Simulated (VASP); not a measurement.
# SnTe (F-43m) in VASP: notebook

Runs on SnTe. Level: PBE. Tasks: G0W0 quasiparticle levels.

All numbers are computed with VASP 6.6.1; they aren't measurements. Logs are shortened: lines on timing, memory, paths and dates and some standing lists are left out, and cuts for length are marked.

### 1 Starting point

It takes space group F-43m (No. 216, cubic). The conventional cell has a = 7.222 Å, b = 7.222 Å, c = 7.222 Å, α = 90.00°, β = 90.00°, γ = 90.00°. Te (site symmetry -43m) has 4 Sn at 3.13 Å as nearest neighbours. Sn (site symmetry -43m) has 4 Te at 3.13 Å as nearest neighbours.

Measurements of this composition are mostly on another form, of space group No. 225.

### 2 G0W0 quasiparticle levels, PBE

POSCAR reads:

```
SnTe
1.0
    0.0000000000      3.6111460000      3.6111460000
    3.6111460000      0.0000000000      3.6111460000
    3.6111460000      3.6111460000      0.0000000000
Te Sn
1 1
Direct
    0.2500000000      0.2500000000      0.2500000000
    0.0000000000      0.0000000000      0.0000000000
```

INCAR.step1 reads:

```
SYSTEM = SnTe
ALGO = Normal ; EDIFF = 1E-8
ENCUT = 450 ; GGA = PE
ISMEAR = 0 ; LASPH = .True.
LCHARG = .False. ; LREAL = .False.
LWAVE = .True. ; NELM = 80
PREC = Accurate ; SIGMA = 0.01
```

INCAR.step2 reads:

```
SYSTEM = SnTe
ALGO = Exact ; EDIFF = 1E-8
ENCUT = 450 ; GGA = PE
ISMEAR = 0 ; ISTART = 1
LASPH = .True. ; LCHARG = .False.
LOPTICS = .True. ; LREAL = .False.
LWAVE = .True. ; NBANDS = 236
NELM = 1 ; PREC = Accurate
SIGMA = 0.01
```

INCAR.step3 reads:

```
SYSTEM = SnTe
ALGO = EVGW0 ; EDIFF = 1E-8
ENCUT = 450 ; ENCUTGW = 100
GGA = PE ; ISMEAR = 0
ISTART = 1 ; LASPH = .True.
LCHARG = .False. ; LREAL = .False.
LWAVE = .False. ; NBANDS = 236
NBANDSGW = 18 ; NELMGW = 1
NOMEGA = 48 ; PREC = Accurate
PRECFOCK = Fast ; SIGMA = 0.01
```

KPOINTS reads:

```
k-points
0
Gamma
  2 2 2
  0 0 0
```

Potentials or basis: VASP PAW PBE potentials, release 64 (Te_GW, Sn_d_GW).

On the command line:

```console
> cat potpaw_PBE.64/Te_GW/POTCAR potpaw_PBE.64/Sn_d_GW/POTCAR > POTCAR
> cp INCAR.step1 INCAR
> mpirun -np 1 vasp_std > vasp.out
> cp INCAR.step2 INCAR
> mpirun -np 1 vasp_std > vasp.out
> cp INCAR.step3 INCAR
> mpirun -np 1 vasp_std > vasp.out
```

OUTCAR:

```text
SYSTEM = SnTe
   EDIFF = 1E-8
   ENCUT = 450
   ENCUTGW = 100
   GGA = PE
   ISMEAR = 0
   ISTART = 1
   LASPH = .True.
   LREAL = .False.
   NELMGW = 1
   PREC = Accurate
   PRECFOCK = Fast

 Found      3 irreducible k-points:

 Following reciprocal coordinates:
            Coordinates               Weight
  0.000000  0.000000  0.000000      1.000000
  0.500000  0.000000  0.000000      4.000000
  0.500000  0.500000  0.000000      3.000000
   k-points           NKPTS =      3   k-points in BZ     NKDIM =      8   number of bands    NBANDS=    236
   number of dos      NEDOS =    301   number of ions     NIONS =      2
   total plane-waves  NPLWV =  46656
   dimension x,y,z NGX =    36 NGY =   36 NGZ =   36
   dimension x,y,z NGXF=    72 NGYF=   72 NGZF=   72
   ions per type =               1   1
   NGX,Y,Z   is equivalent  to a cutoff of  11.72, 11.72, 11.72 a.u.
   NGXF,Y,Z  is equivalent  to a cutoff of  23.44, 23.44, 23.44 a.u.
 SYSTEM =  SnTe
   PREC   = accura    normal or accurate (medium, high low for compatibility)
   ISTART =      1    job   : 0-new  1-cont  2-samecut
   ICHARG =      0    charge: 1-file 2-atom 10-const
   ISPIN  =      1    spin polarized calculation?
   LNONCOLLINEAR =      F non collinear calculations
   LSORBIT =      F    spin-orbit coupling
   LASPH  =      T    aspherical Exc in radial PAW
   ENCUT  =  450.0 eV  33.07 Ry    5.75 a.u.   8.83  8.83  8.83*2*pi/ulx,y,z
   NELM   =     60;   NELMIN=  2; NELMDL=  0     # of ELM steps
   EDIFF  = 0.1E-07   stopping-criterion for ELM
   LREAL  =      F    real-space projection
   EDIFFG = 0.1E-06   stopping-criterion for IOM
   NSW    =      0    number of steps for IOM
   IBRION =     -1    ionic relax: 0-MD 1-quasi-New 2-CG
   NFREE  =      0    steps in history (QN), initial steepest desc. (CG)
   ISIF   =      0    stress and relaxation
   ISYM   =      3    0-nonsym 1-usesym 2-fastsym
   POTIM  = 0.5000    time-step for ionic-motion
   TEBEG  =    0.0;   TEEND  =   0.0 temperature during run
   PSTRESS=    0.0 pullay stress
   NELECT =      20.0000    total number of electrons
   NUPDOWN=      -1.0000    fix difference up-down
   EMIN   =  10.00;   EMAX   =-10.00  energy-range for DOS
   EFERMI =   0.00;   METHOD = LEGACY
   ISMEAR =     0;   SIGMA  =   0.01  broadening in eV -4-tet -1-fermi 0-gaus
   EFERMI_NEDOS =   21; number of points for ismear=-14 and -15
   IALGO  =     38    algorithm
   IMIX   =      4    mixing-type and parameters
     AMIX     =   0.40;   BMIX     =  1.00
     AMIX_MAG =   1.60;   BMIX_MAG =  1.00
  volume/ion in A,a.u.               =      47.09       317.78
  Fermi-wavevector in a.u.,A,eV,Ry     =   0.976704  1.845704 12.979296  0.953951
  Thomas-Fermi vector in A             =   2.107344
   LORBIT       =      0    0 simple, 1 ext, 2 COOP (PROOUT), +10 PAW based schemes
   GGA     = PE    functional components
   LHFCALC =     T    Hartree Fock is set to
   PRECFOCK=fast      Normal, Fast or Accurate (Low or Medium for compatibility)
   ENCUT4O =  -1.0   cutoff for four orbital integrals eV
   NKREDX  =     1    reduce k-point grid by
   NKREDY  =     1    reduce k-point grid by
   NKREDZ  =     1    reduce k-point grid by
   AEXX    =    1.0000 exact exchange contribution
   HFSCREEN=    0.0000 screening length (either q_TF or 0.3 A-1)
   HFSCREENC=   0.0000 screening length for correlation (either q_TF or 0.3 A-1)
   ENCUTFOCK=  -1.0 apply spherical cutoff to Coloumb kernel
   IVDW    =     0    specifies the selected vdW correction
   LEPSILON=     F    determine dielectric tensor
   LRPA    =     F    only Hartree local field effects (RPA)
   LRPAFORCE           =     F    calculate RPA forces
   ENCUTGW             = 100.0    cutoff for response function in eV
   ENCUTGWSOFT         =  80.0    soft cutoff for Coulomb kernel in GW response function in eV
   ENCUTLF             =  -1.0    cutoff for local field effects
   NELMGW              =     1    number of iterations in solving QP/BSE equation
   NELMHF              =     1    number of iterations in the inner HF iteration
   NKREDLFX            =     1    NKREDLFY  =   1   NKREDLFZ  =   1
 non-spin polarized calculation
 Gauss-broadening in eV      SIGMA  =   0.01
  energy-cutoff  :      450.00
  volume of cell :       94.18
 maximum number of plane-waves:      2085
 NGX is ok and might be reduce to    36
  NGX = 20; NGY = 20; NGZ = 20
   NGX = 17   NGY = 17   NGZ = 17
 maximum number of plane-waves:       222
 NGX is ok and might be reduce to    18

 QP shifts <psi_nk| G(iteration)W_0 |psi_nk>: iteration 1
 for sc-GW calculations column KS-energies equals QP-energies in previous step
 and V_xc(KS)=  KS-energies - (<T + V_ion + V_H > + <T+V_H+V_ion>^1  + <V_x>^1)

 k-point   1 :       0.0000    0.0000    0.0000
  band No.  KS-energies  QP-energies   sigma(KS)   V_xc(KS)     V^pw_x(r,r')   Z            occupation Imag(sigma)

      1     -19.3912     -21.7668     -21.2215     -17.5160     -27.0917       0.6411       2.0000       0.5803
      2     -19.3912     -21.7668     -21.2215     -17.5160     -27.0917       0.6411       2.0000       0.5803
      3     -19.3912     -21.7668     -21.2215     -17.5160     -27.0917       0.6411       2.0000       0.5803
      4     -19.3830     -21.7396     -21.2106     -17.5180     -27.0742       0.6382       2.0000       0.5871
      5     -19.3830     -21.7396     -21.2106     -17.5180     -27.0742       0.6382       2.0000       0.5871
      6      -9.0511      -9.2410     -11.1187     -10.7924     -17.0021       0.5821       2.0000       1.0614
[... 10 lines left out ...]
     17      10.0964       9.9427      -6.2302      -6.0194      -1.7165       0.7293       0.0000      -0.4077
     18      10.0964       9.9427      -6.2302      -6.0194      -1.7165       0.7293       0.0000      -0.4077

 k-point   2 :       0.5000    0.0000    0.0000
  band No.  KS-energies  QP-energies   sigma(KS)   V_xc(KS)     V^pw_x(r,r')   Z            occupation Imag(sigma)

      1     -19.3924     -21.7563     -21.2064     -17.5135     -27.0867       0.6401       2.0000       0.5884
      2     -19.3899     -21.7752     -21.2192     -17.5180     -27.0897       0.6445       2.0000       0.5825
      3     -19.3899     -21.7752     -21.2192     -17.5180     -27.0897       0.6445       2.0000       0.5825
      4     -19.3828     -21.7743     -21.2106     -17.5186     -27.0746       0.6477       2.0000       0.5858
      5     -19.3828     -21.7743     -21.2106     -17.5186     -27.0746       0.6477       2.0000       0.5858
      6      -8.5104      -8.7431     -11.4666     -11.0867     -16.9979       0.6126       2.0000       0.9537
[... 10 lines left out ...]
     17       9.3938       9.4353      -7.4880      -7.5447      -2.9196       0.7327       0.0000      -0.3328
     18      10.6741      10.7479      -7.8230      -7.9248      -3.0765       0.7249       0.0000      -0.3786

 k-point   3 :       0.5000    0.5000    0.0000
  band No.  KS-energies  QP-energies   sigma(KS)   V_xc(KS)     V^pw_x(r,r')   Z            occupation Imag(sigma)

      1     -19.3944     -21.7510     -21.1998     -17.5097     -27.0826       0.6386       2.0000       0.5921
      2     -19.3884     -21.7829     -21.2202     -17.5209     -27.0914       0.6473       2.0000       0.5811
      3     -19.3884     -21.7829     -21.2202     -17.5209     -27.0914       0.6473       2.0000       0.5811
      4     -19.3830     -21.7498     -21.2097     -17.5179     -27.0735       0.6411       2.0000       0.5853
      5     -19.3830     -21.7498     -21.2097     -17.5179     -27.0735       0.6411       2.0000       0.5853
      6      -8.2902      -8.5420     -11.6238     -11.2166     -17.0086       0.6185       2.0000       0.9159
[... 10 lines left out ...]
     17      10.7115      10.7694      -7.8087      -7.8897      -3.1825       0.7159       0.0000      -0.3025
     18      11.0314      11.1187      -7.7666      -7.8913      -2.9037       0.7001       0.0000      -0.3466
```

OUTCAR.step1:

```text
SYSTEM = SnTe
   EDIFF = 1E-8
   ENCUT = 450
   GGA = PE
   ISMEAR = 0
   LASPH = .True.
   LREAL = .False.
[... 157 lines left out ...]
      1.80557      1.80557      1.80557         0.000000      0.000000     -0.000000
      0.00000      0.00000      0.00000        -0.000000     -0.000000      0.000000
 -----------------------------------------------------------------------------------
    total drift:                               -0.000000     -0.000000     -0.000000

  FREE ENERGIE OF THE ION-ELECTRON SYSTEM (eV)
  ---------------------------------------------------
  free  energy   TOTEN  =        -7.3783918491 eV

  energy  without entropy=       -7.3783918491  energy(sigma->0) =       -7.37839185
```

OUTCAR.step2:

```text
SYSTEM = SnTe
   EDIFF = 1E-8
   ENCUT = 450
   GGA = PE
[... 517 lines left out ...]
  --------------------------------------------------------------------------------------------------------------
     0.00000     7.52922     7.52922     7.52922     0.00000    -0.00000     0.00000
     1.42668     8.69095     8.69095     8.69095     0.00000    -0.00000     0.00000
     2.85336    23.11302    23.11302    23.11302     0.00000    -0.00000     0.00000
     4.28004    -1.12977    -1.12977    -1.12977    -0.00000     0.00000     0.00000
     5.70672    -2.94259    -2.94259    -2.94259    -0.00000     0.00000    -0.00000
     7.13339    -0.36036    -0.36036    -0.36036    -0.00000     0.00000    -0.00000
[... 92 lines left out ...]
   139.81452     0.98088     0.98088     0.98088    -0.00000     0.00000    -0.00000
   141.24120     0.98133     0.98133     0.98133    -0.00000     0.00000    -0.00000
```

It took 61 s on 1 thread of AMD EPYC 9R45 (Zen 5), shared host; peak memory 0.62 GiB.

The run converged, but some of its settings lie outside the range that counts as converged, so its numbers aren't taken as properties of the crystal.

Results:

| Property | Result |
| --- | --- |
| Band gap on the k mesh, mean-field level | 0.81 eV, direct |
| Quasiparticle gap | 1.40 eV |
| Least direct quasiparticle gap | 1.40 eV |

Caveat: the k mesh is coarse (spacing up to 0.75 Å⁻¹), so the values aren't converged; bands, screening cutoff and mesh are small and nothing is extrapolated, so the quasiparticle values aren't converged; spin-orbit coupling is left out, which moves the levels of the heavy elements.

### 3 G0W0 quasiparticle levels, PBE

POSCAR is that of step 2.

INCAR.step1 is that of step 2.

INCAR.step2 is that of step 2.

Changes to INCAR.step3 since step 2:

```diff
@@ -2,3 +2,3 @@
 ALGO = EVGW0 ; EDIFF = 1E-8
-ENCUT = 450 ; ENCUTGW = 100
+ENCUT = 450 ; ENCUTGW = 150
 GGA = PE ; ISMEAR = 0
```

KPOINTS is that of step 2.

Potentials or basis: VASP PAW PBE potentials, release 64 (Te_GW, Sn_d_GW).

On the command line:

```console
> cat potpaw_PBE.64/Te_GW/POTCAR potpaw_PBE.64/Sn_d_GW/POTCAR > POTCAR
> cp INCAR.step1 INCAR
> mpirun -np 1 vasp_std > vasp.out
> cp INCAR.step2 INCAR
> mpirun -np 1 vasp_std > vasp.out
> cp INCAR.step3 INCAR
> mpirun -np 1 vasp_std > vasp.out
```

OUTCAR:

```text
SYSTEM = SnTe
   EDIFF = 1E-8
   ENCUT = 450
   ENCUTGW = 150
   GGA = PE
   ISMEAR = 0
   ISTART = 1
   LASPH = .True.
   LREAL = .False.
   NELMGW = 1
   PREC = Accurate
   PRECFOCK = Fast

 Found      3 irreducible k-points:

 Following reciprocal coordinates:
            Coordinates               Weight
  0.000000  0.000000  0.000000      1.000000
  0.500000  0.000000  0.000000      4.000000
  0.500000  0.500000  0.000000      3.000000
   k-points           NKPTS =      3   k-points in BZ     NKDIM =      8   number of bands    NBANDS=    236
   number of dos      NEDOS =    301   number of ions     NIONS =      2
   total plane-waves  NPLWV =  46656
[... 57 lines left out ...]
   ENCUTLF             =  -1.0    cutoff for local field effects
   NELMGW              =     1    number of iterations in solving QP/BSE equation
   NELMHF              =     1    number of iterations in the inner HF iteration
   NKREDLFX            =     1    NKREDLFY  =   1   NKREDLFZ  =   1
 non-spin polarized calculation
 Gauss-broadening in eV      SIGMA  =   0.01
  energy-cutoff  :      450.00
  volume of cell :       94.18
 maximum number of plane-waves:      2085
 NGX is ok and might be reduce to    36
  NGX = 20; NGY = 20; NGZ = 20
   NGX = 17   NGY = 17   NGZ = 17
 maximum number of plane-waves:       411

 QP shifts <psi_nk| G(iteration)W_0 |psi_nk>: iteration 1
 for sc-GW calculations column KS-energies equals QP-energies in previous step
 and V_xc(KS)=  KS-energies - (<T + V_ion + V_H > + <T+V_H+V_ion>^1  + <V_x>^1)

 k-point   1 :       0.0000    0.0000    0.0000
  band No.  KS-energies  QP-energies   sigma(KS)   V_xc(KS)     V^pw_x(r,r')   Z            occupation Imag(sigma)

      1     -19.3912     -21.6593     -21.0404     -17.5160     -27.0917       0.6436       2.0000       0.5683
      2     -19.3912     -21.6593     -21.0404     -17.5160     -27.0917       0.6436       2.0000       0.5683
      3     -19.3912     -21.6593     -21.0404     -17.5160     -27.0917       0.6436       2.0000       0.5683
      4     -19.3830     -21.6275     -21.0239     -17.5180     -27.0742       0.6402       2.0000       0.5911
      5     -19.3830     -21.6275     -21.0239     -17.5180     -27.0742       0.6402       2.0000       0.5911
      6      -9.0511      -9.2964     -11.2140     -10.7924     -17.0021       0.5818       2.0000       1.0161
[... 41 lines left out ...]
      4     -19.3830     -21.6375     -21.0235     -17.5179     -27.0735       0.6431       2.0000       0.5892
      5     -19.3830     -21.6375     -21.0235     -17.5179     -27.0735       0.6431       2.0000       0.5892
      6      -8.2902      -8.6181     -11.7472     -11.2166     -17.0086       0.6181       2.0000       0.8877
[... 10 lines left out ...]
     17      10.7115      10.7636      -7.8168      -7.8897      -3.1825       0.7155       0.0000      -0.2948
     18      11.0314      11.1134      -7.7741      -7.8913      -2.9037       0.6999       0.0000      -0.3489
```

OUTCAR.step2:

```text
SYSTEM = SnTe
   EDIFF = 1E-8
   ENCUT = 450
   GGA = PE
[... 517 lines left out ...]
  --------------------------------------------------------------------------------------------------------------
     0.00000     7.52922     7.52922     7.52922     0.00000    -0.00000     0.00000
     1.42668     8.69095     8.69095     8.69095     0.00000    -0.00000     0.00000
     2.85336    23.11302    23.11302    23.11302     0.00000    -0.00000     0.00000
     4.28004    -1.12977    -1.12977    -1.12977    -0.00000     0.00000     0.00000
     5.70672    -2.94259    -2.94259    -2.94259    -0.00000     0.00000    -0.00000
     7.13339    -0.36036    -0.36036    -0.36036    -0.00000     0.00000    -0.00000
[... 92 lines left out ...]
   139.81452     0.98088     0.98088     0.98088    -0.00000     0.00000    -0.00000
   141.24120     0.98133     0.98133     0.98133    -0.00000     0.00000    -0.00000
```

Run time: 71 s. Hardware: 1 thread of AMD EPYC 9R45 (Zen 5), shared host; peak memory 0.61 GiB.

These settings aren't checked as converged: the numbers below hold their error.

What came out:

```yaml
Band_gap_on_the_k_mesh_mean-field_level: 0.81 eV, direct
Quasiparticle_gap: 1.44 eV
Least_direct_quasiparticle_gap: 1.44 eV
```

Caveat: the k mesh is coarse (spacing up to 0.75 Å⁻¹), so the values aren't converged; bands, screening cutoff and mesh are small and nothing is extrapolated, so the quasiparticle values aren't converged; spin-orbit coupling is left out, which moves the levels of the heavy elements.

[end of part 1 of 3]
